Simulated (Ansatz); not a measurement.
**Ni: how the free axis answers a strain**

Ni, Fm-3m, a = 3.463 Å. Ansatz: PBEsol, PAW, 420 eV, Γ-centred 22×22×16 mesh on 2 atoms, Gaussian smearing 0.10 eV; collinear spin, largest moment 0.7 μB. Series: biaxial strain in the a-b plane, c and atoms relaxed; x is the strain in per cent. The axes a, b, c are those of the computed cell (2.449, 2.449, 3.463 Å), along [1 1 0], [-1 1 0], [0 0 1] of the cell named above. y is the change of c in per cent of 3.463 Å.

| x (%) | y (%) |
| --- | --- |
| -3.0 | ? |
| -2.0 | 2.23 |
| -1.0 | 1.11 |
| 0.0 | 0.00 |
| 1.0 | -1.19 |
| 2.0 | -2.39 |
| 3.0 | -3.63 |

Q: Fit y = c1 x + c2 x² to the other rows, say what c1 measures, and predict the missing y.

A: Least squares on the rows shown. y = −1.152 x − 0.01978 x². With no stress along c, c1 = −2C12/C11 = -1.152. At x = -3.0 the fit asked for gives 3.28 %. The run gave 3.34 %, so the fit is 0.06 % too low, 0.86 % of the span of the series, against an rms of 0.01 % on the fitted rows. The row lies outside the fitted range. With a term in x³ added, a fit to the same known rows predicts 3.26 %, further off still.